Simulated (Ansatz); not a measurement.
Al2Cu (Khatyrkite):

```
Cu Al
1.0
    -3.03350    3.03350    2.43850
     3.03350   -3.03350    2.43850
     3.03350    3.03350   -2.43850
Cu Al
2 4
Direct
  0.25000 0.25000 0.00000
  0.75000 0.75000 0.00000
  0.34190 0.15810 0.50000
  0.84190 0.34190 0.18380
  0.65810 0.84190 0.50000
  0.15810 0.65810 0.81620
```

Base run:

| Item | Value |
| --- | --- |
| Program | Ansatz 0.2.0 |
| Functional | PBEsol |
| Potentials or basis | Ansatz PAW |
| Cutoff | 420 eV (not typed: the program's choice for these potentials) |
| k mesh | 7 × 7 × 7 |
| Occupations | fermi-dirac, width 0.05 eV |
| Spin | no spin polarisation |

Its results: band gap on the k mesh none (metal or under the smearing width); pressure -3.5 GPa; largest force 0.069 eV/Å.

Question: The run is repeated on the same cell with these changes: functional from PBEsol to RPBE. What comes out?

Answer: Band gap on the k mesh none (metal or under the smearing width); pressure 2.1 GPa; largest force 0.024 eV/Å.

RPBE binds less tightly than PBEsol, so the same cell stands under more pressure.

Caveats: the PAW data sets come from PBE, with cores solved anew for the run's functional, which leaves a small shift of forces and pressure.
